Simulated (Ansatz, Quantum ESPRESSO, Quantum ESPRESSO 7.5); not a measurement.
## Be chain with one Al atom in line: ballistic transmission

How well does the junction conduct in the ballistic limit? It is: Be chain with one Al atom in line.

Program: Quantum ESPRESSO 7.5. Level of theory: plane-wave DFT, LDA, GBRV ultrasoft pseudopotentials (cross-check by Ansatz 0.2.0 with PAW datasets). Results are calculated unless marked as measured.

**1. Starting point**

The cell holds 11 atoms: 10 Be and 1 Al. Its edges and angles: a = 7.500 Å, b = 7.500 Å, c = 23.893 Å, α = 90.0°, β = 90.0°, γ = 90.0°. Regions: left lead, 5 atoms (5 Be); channel, 1 atom (1 Al); right lead, 5 atoms (5 Be). Vacuum lies along a and b. The structure is stacked along c, and the current runs across the ab planes.

**2. Ground state**

One periodic cell holds a stretch of lead, the junction and more lead; the atoms stay as built.

scf.in reads:

```
&control
  prefix = 'scf'
  outdir = './out'
  pseudo_dir = './pseudo'
  calculation = 'scf'
  tprnfor = .true.
/
&system
  ibrav = 0
  nat = 11
  ntyp = 2
  ecutwfc = 34
  ecutrho = 170
  occupations = 'smearing'
  smearing = 'mv'
  degauss = 0.01
/
&electrons
  conv_thr = 1e-07
  mixing_beta = 0.25
  electron_maxstep = 120
  mixing_mode = 'local-TF'
/
ATOMIC_SPECIES
  Be  9.0122  be_lda_v1.4.uspp.F.UPF
  Al  26.9815  al_lda_v1.uspp.F.UPF
CELL_PARAMETERS angstrom
  7.50000000000000 0.00000000000000 0.00000000000000
  0.00000000000000 7.50000000000000 0.00000000000000
  0.00000000000000 0.00000000000000 23.89280000000000
ATOMIC_POSITIONS crystal
  Be  0.500000000000 0.500000000000 0.000000000000
  Be  0.500000000000 0.500000000000 0.089985267528
  Be  0.500000000000 0.500000000000 0.179970535057
  Be  0.500000000000 0.500000000000 0.269955802585
  Be  0.500000000000 0.500000000000 0.359941070113
  Al  0.500000000000 0.500000000000 0.455007366236
  Be  0.500000000000 0.500000000000 0.550073662359
  Be  0.500000000000 0.500000000000 0.640058929887
  Be  0.500000000000 0.500000000000 0.730044197415
  Be  0.500000000000 0.500000000000 0.820029464943
  Be  0.500000000000 0.500000000000 0.910014732472
K_POINTS automatic
  1 1 3 0 0 0
```

On the command line:

```console
$ OMP_NUM_THREADS=1 mpirun -n 2 pw.x -nk 1 -in scf.in > scf.out
```

Log:

```text
Program PWSCF v.7.5 starts
[citation notice left out]

     Parallel version (MPI & OpenMP), running on       2 processor cores
     Number of MPI processes:                 2
     Threads/MPI process:                     1

     MPI processes distributed on     1 nodes
[...]
Current dimensions of program PWSCF are:
     Max number of different atomic species (ntypx) = 10
     Max number of k-points (npk) =  40000
     Max angular momentum in pseudopotentials (lmaxx) =  4
     Message from routine setup:
     using ibrav=0 with symmetry is DISCOURAGED, use correct ibrav instead

     R & G space division:  proc/nbgrp/npool/nimage =       2
     Subspace diagonalization in iterative solution of the eigenvalue problem:
     a serial algorithm will be used

     Parallelization info
     --------------------
     sticks:   dense  smooth     PW     G-vecs:    dense   smooth      PW
     Min        1354    1088    276               169788   121478   15562
     Max        1355    1089    277               169803   121489   15571
     Sum        2709    2177    553               339591   242967   31133

     Using Slab Decomposition

     bravais-lattice index     =            0
     lattice parameter (alat)  =      14.1729  a.u.
     unit-cell volume          =    9069.5591 (a.u.)^3
     number of atoms/cell      =           11
     number of atomic types    =            2
     number of electrons       =        43.00
     number of Kohn-Sham states=           26
     kinetic-energy cutoff     =      34.0000  Ry
     charge density cutoff     =     170.0000  Ry
     scf convergence threshold =      1.0E-07
     mixing beta               =       0.2500
     number of iterations used =            8  local-TF  mixing
     Exchange-correlation= SLA  PZ   NOGX NOGC
                           (   1   1   0   0   0   0   0)

     celldm(1)=  14.172946  celldm(2)=   0.000000  celldm(3)=   0.000000
     celldm(4)=   0.000000  celldm(5)=   0.000000  celldm(6)=   0.000000

     crystal axes: (cart. coord. in units of alat)
               a(1) = (   1.000000   0.000000   0.000000 )
               a(2) = (   0.000000   1.000000   0.000000 )
               a(3) = (   0.000000   0.000000   3.185707 )

     reciprocal axes: (cart. coord. in units 2 pi/alat)
               b(1) = (  1.000000  0.000000  0.000000 )
               b(2) = (  0.000000  1.000000  0.000000 )
               b(3) = (  0.000000  0.000000  0.313902 )

     PseudoPot. # 1 for Be read from file:
     ./pseudo/be_lda_v1.4.uspp.F.UPF
     Pseudo is Ultrasoft, Zval =  4.0
     Generated by new atomic code, or converted to UPF format
     Using radial grid of  769 points,  6 beta functions with:
                l(1) =   0
                l(2) =   0
                l(3) =   0
                l(4) =   1
                l(5) =   1
                l(6) =   2
     Q(r) pseudized with 10 coefficients,  rinner =    1.000   1.000   1.000
                                                       1.000   1.000

     PseudoPot. # 2 for Al read from file:
     ./pseudo/al_lda_v1.uspp.F.UPF
     Pseudo is Ultrasoft + core correction, Zval =  3.0
     Generated by new atomic code, or converted to UPF format
     Using radial grid of  893 points,  3 beta functions with:
                l(1) =   0
                l(2) =   1
                l(3) =   2
     Q(r) pseudized with  8 coefficients,  rinner =    0.900   0.900   0.900
                                                       0.900   0.900

     atomic species   valence    mass     pseudopotential
     Be                4.00     9.01220     Be( 1.00)
     Al                3.00    26.98150     Al( 1.00)

      8 Sym. Ops. (no inversion) found

   Cartesian axes

     site n.     atom                  positions (alat units)
         1        Be     tau(   1) = (   0.5000000   0.5000000   0.0000000  )
         2        Be     tau(   2) = (   0.5000000   0.5000000   0.2866667  )
         3        Be     tau(   3) = (   0.5000000   0.5000000   0.5733333  )
         4        Be     tau(   4) = (   0.5000000   0.5000000   0.8600000  )
         5        Be     tau(   5) = (   0.5000000   0.5000000   1.1466667  )
         6        Al     tau(   6) = (   0.5000000   0.5000000   1.4495200  )
         7        Be     tau(   7) = (   0.5000000   0.5000000   1.7523733  )
         8        Be     tau(   8) = (   0.5000000   0.5000000   2.0390400  )
         9        Be     tau(   9) = (   0.5000000   0.5000000   2.3257067  )
        10        Be     tau(  10) = (   0.5000000   0.5000000   2.6123733  )
        11        Be     tau(  11) = (   0.5000000   0.5000000   2.8990400  )

     number of k points=     2  Marzari-Vanderbilt smearing, width (Ry)=  0.0100
                       cart. coord. in units 2pi/alat
        k(    1) = (   0.0000000   0.0000000   0.0000000), wk =   0.6666667
        k(    2) = (   0.0000000   0.0000000   0.1046340), wk =   1.3333333

     Dense  grid:   339591 G-vectors     FFT dimensions: (  60,  60, 192)

     Smooth grid:   242967 G-vectors     FFT dimensions: (  54,  54, 180)

     Estimated max dynamical RAM per process >     538.57 MB

     Estimated total dynamical RAM >       1.05 GB

     Initial potential from superposition of free atoms

     starting charge      42.9962, renormalised to      43.0000

     negative rho (up, down):  7.370E-03 0.000E+00
     Starting wfcs are   54 randomized atomic wfcs

     total cpu time spent up to now is        1.8 secs

     per-process dynamical memory:   149.5 Mb

     Self-consistent Calculation

     iteration #  1     ecut=    34.00 Ry     beta= 0.25
     Davidson diagonalization with overlap
     ethr =  1.00E-02,  avg # of iterations =  2.0

     negative rho (up, down):  2.062E-03 0.000E+00

     total cpu time spent up to now is        5.0 secs

     total energy              =    -284.61727557 Ry
     estimated scf accuracy    <       0.79794333 Ry

     iteration #  2     ecut=    34.00 Ry     beta= 0.25
[...]
negative rho (up, down):  5.535E-04 0.000E+00

[...]
total energy              =    -284.32575534 Ry
     estimated scf accuracy    <       0.62588682 Ry

     iteration #  3     ecut=    34.00 Ry     beta= 0.25
[...]
negative rho (up, down):  3.732E-04 0.000E+00

[...]
total energy              =    -284.41539992 Ry
     estimated scf accuracy    <       1.43432752 Ry

     iteration #  4     ecut=    34.00 Ry     beta= 0.25
[...]
negative rho (up, down):  8.328E-05 0.000E+00

[...]
total energy              =    -284.36826989 Ry
     estimated scf accuracy    <       0.77049727 Ry

     iteration #  5     ecut=    34.00 Ry     beta= 0.25
[...]
negative rho (up, down):  2.523E-04 0.000E+00

[...]
total energy              =    -284.41355615 Ry
     estimated scf accuracy    <       0.06247592 Ry

     iteration #  6     ecut=    34.00 Ry     beta= 0.25
[...]
negative rho (up, down):  1.653E-03 0.000E+00

[...]
total energy              =    -284.40785677 Ry
     estimated scf accuracy    <       0.03597604 Ry

     iteration #  7     ecut=    34.00 Ry     beta= 0.25
[...]
negative rho (up, down):  3.924E-04 0.000E+00

[...]
total energy              =    -284.41143082 Ry
     estimated scf accuracy    <       0.04230447 Ry

     iteration #  8     ecut=    34.00 Ry     beta= 0.25
[...]
negative rho (up, down):  8.894E-03 0.000E+00

[...]
total energy              =    -284.40418219 Ry
     estimated scf accuracy    <       0.03217108 Ry

     iteration #  9     ecut=    34.00 Ry     beta= 0.25
[...]
negative rho (up, down):  1.441E-02 0.000E+00

[...]
total energy              =    -284.40428387 Ry
     estimated scf accuracy    <       0.02032293 Ry

     iteration # 10     ecut=    34.00 Ry     beta= 0.25
[...]
negative rho (up, down):  7.002E-03 0.000E+00

[...]
total energy              =    -284.40459828 Ry
     estimated scf accuracy    <       0.00781887 Ry

     iteration # 11     ecut=    34.00 Ry     beta= 0.25
[...]
negative rho (up, down):  6.706E-03 0.000E+00

[...]
total energy              =    -284.40404726 Ry
     estimated scf accuracy    <       0.01638312 Ry

     iteration # 12     ecut=    34.00 Ry     beta= 0.25
[...]
negative rho (up, down):  8.164E-03 0.000E+00

[...]
total energy              =    -284.40418830 Ry
     estimated scf accuracy    <       0.00416344 Ry

     iteration # 13     ecut=    34.00 Ry     beta= 0.25
[...]
negative rho (up, down):  9.451E-03 0.000E+00

[...]
total energy              =    -284.40420192 Ry
     estimated scf accuracy    <       0.00252503 Ry

     iteration # 14     ecut=    34.00 Ry     beta= 0.25
[...]
negative rho (up, down):  8.795E-03 0.000E+00

[...]
total energy              =    -284.40428570 Ry
     estimated scf accuracy    <       0.00079386 Ry

[...]
iteration # 21     ecut=    34.00 Ry     beta= 0.25
[...]
negative rho (up, down):  1.126E-02 0.000E+00

[...]
total energy              =    -284.40420107 Ry
     estimated scf accuracy    <       0.00005897 Ry

     iteration # 22     ecut=    34.00 Ry     beta= 0.25
[...]
negative rho (up, down):  1.082E-02 0.000E+00

[...]
total energy              =    -284.40419980 Ry
     estimated scf accuracy    <       0.00004167 Ry

     iteration # 23     ecut=    34.00 Ry     beta= 0.25
[...]
negative rho (up, down):  1.050E-02 0.000E+00

[...]
total energy              =    -284.40420275 Ry
     estimated scf accuracy    <       0.00001009 Ry

     iteration # 24     ecut=    34.00 Ry     beta= 0.25
[...]
negative rho (up, down):  1.018E-02 0.000E+00

[...]
total energy              =    -284.40420383 Ry
     estimated scf accuracy    <       0.00000689 Ry

     iteration # 25     ecut=    34.00 Ry     beta= 0.25
[...]
negative rho (up, down):  1.016E-02 0.000E+00

[...]
total energy              =    -284.40420384 Ry
     estimated scf accuracy    <       0.00000130 Ry

     iteration # 26     ecut=    34.00 Ry     beta= 0.25
[...]
negative rho (up, down):  1.025E-02 0.000E+00

[...]
total energy              =    -284.40420404 Ry
     estimated scf accuracy    <       0.00000267 Ry

     iteration # 27     ecut=    34.00 Ry     beta= 0.25
[...]
negative rho (up, down):  1.022E-02 0.000E+00

[...]
total energy              =    -284.40420419 Ry
     estimated scf accuracy    <       0.00000020 Ry

     iteration # 28     ecut=    34.00 Ry     beta= 0.25
[...]
negative rho (up, down):  1.020E-02 0.000E+00

[...]
End of self-consistent calculation

          k = 0.0000 0.0000 0.0000 ( 30371 PWs)   bands (ev):

  -101.6912-101.6911-101.6508-101.6435-101.6071-101.6066-101.5410-101.5405
  -101.5096-101.5091  -7.8451  -6.3631  -6.1824  -5.8044  -5.7420  -4.9526
    -4.9358  -3.9226  -3.8021  -2.9219  -2.8143  -2.5979  -2.5979  -2.2167
    -2.2164  -2.0137

          k = 0.0000 0.0000 0.1046 ( 30384 PWs)   bands (ev):

  -101.6913-101.6911-101.6508-101.6436-101.6070-101.6068-101.5409-101.5406
  -101.5095-101.5093  -7.8451  -6.3711  -6.1368  -5.9564  -5.5347  -5.2568
    -4.6040  -4.2372  -3.5040  -3.1282  -2.7110  -2.5958  -2.5958  -2.2485
    -2.2483  -1.9133

     the Fermi energy is    -2.6231 ev

!    total energy              =    -284.40420422 Ry
     estimated scf accuracy    <       0.00000005 Ry
     smearing contrib. (-TS)   =      -0.00512714 Ry
     internal energy E=F+TS    =    -284.39907707 Ry

     The total energy is F=E-TS. E is the sum of the following terms:
     one-electron contribution =    -343.58193952 Ry
     hartree contribution      =     124.06290905 Ry
     xc contribution           =     -49.87221994 Ry
     ewald contribution        =     -15.00782666 Ry

     convergence has been achieved in  28 iterations

     negative rho (up, down):  1.020E-02 0.000E+00

     Forces acting on atoms (cartesian axes, Ry/au):

     atom    1 type  1   force =     0.00000000    0.00000000    0.00013339
     atom    2 type  1   force =     0.00000000    0.00000000    0.00061557
     atom    3 type  1   force =     0.00000000    0.00000000    0.00242648
     atom    4 type  1   force =     0.00000000    0.00000000    0.00786843
     atom    5 type  1   force =     0.00000000    0.00000000   -0.02339134
     atom    6 type  2   force =     0.00000000    0.00000000   -0.00000249
     atom    7 type  1   force =     0.00000000    0.00000000    0.02337893
     atom    8 type  1   force =     0.00000000    0.00000000   -0.00780113
     atom    9 type  1   force =     0.00000000    0.00000000   -0.00245365
     atom   10 type  1   force =     0.00000000    0.00000000   -0.00066989
     atom   11 type  1   force =     0.00000000    0.00000000   -0.00010430

     Total force =     0.035061     Total SCF correction =     0.000215

[...]
=------------------------------------------------------------------------------=
   JOB DONE.
=------------------------------------------------------------------------------=
```

Run time: 87 s. Hardware: 2 MPI ranks of Arm Neoverse V2, shared host; peak memory 1.1 GiB; 2.9 min of CPU time.

This step gave:

* free energy: -3869.5163 eV
* Fermi energy: -2.623 eV

The program's own clock; routines nest. Time by routine:

```csv
routine,wall time (s),calls
PWSCF,86.09,1
electrons,83.3,1
c_bands,31.07,28
cegterg,29.42,56
h_psi,24.08,197
fftw,21.26,7978
mix_rho,20.52,28
sum_band,18.89,28
vloc_psi,18.63,197
ffts,12.85,3378
newd,12.58,29
calbec,3.97,261
add_vuspsi,2.74,197
s_psi,2.72,197
```

The run needed 28 iterations to bring the estimated error under 1e-07 Ry; the largest force on any atom, held or free, is 0.60 eV/Å.

[end of part 1 of 4]

[Logs are printed without paths, hosts, clocks, repeated set-up lines and the standing remarks that a program may print on its own settings, such as how far it seeks lower states.]

[Hosts, paths, dates, database ids (printed as entryN), source tags and the programs' standing remarks are cut or masked in the printed files.]

[Maps of the electrostatic potential energy from Ansatz leave out the sawtooth potential of an applied field or a dipole correction, so their vacuum need not be flat; planar profiles and work functions include it.]
